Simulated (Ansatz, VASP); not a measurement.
**Si in VASP and in Ansatz**

```
CELL_PARAMETERS angstrom
4.48917 0.00000 0.00000
-2.24458 3.88773 0.00000
0.00000 0.00000 2.57024
ATOMIC_POSITIONS crystal
Si 0.00000 0.00000 0.00000
Si 0.33333 0.66667 0.50000
Si 0.66667 0.33333 0.50000
```

The cell was built by a generator and needn't be a form met in nature.

Alike in both runs: functional revPBE; k mesh 8 × 8 × 12; occupations fermi-dirac, width 0.1 eV; no spin polarisation.

Ansatz relaxed the structure, and its values are those at the end. VASP's run is a single point on that final structure, the one shown.

|  | VASP | Ansatz |
| --- | --- | --- |
| version | VASP 6.6.1 | Ansatz 0.2.0 |
| potentials or method | VASP PAW PBE potentials, release 64 (Si) | plane waves (420 eV) with PAW, scalar-relativistic |
| plane-wave cutoff (eV) | 520 | 420 |
| valence electrons in the cell | 12 | 12 |

VASP gave:

| Quantity | Value |
| --- | --- |
| pressure (GPa) | -0.3 |

Q: Estimate Ansatz's values.

A: Pressure (GPa): 0.0.

Caveats: the PAW data sets were made with another functional, which shifts forces and pressure a little (VASP).
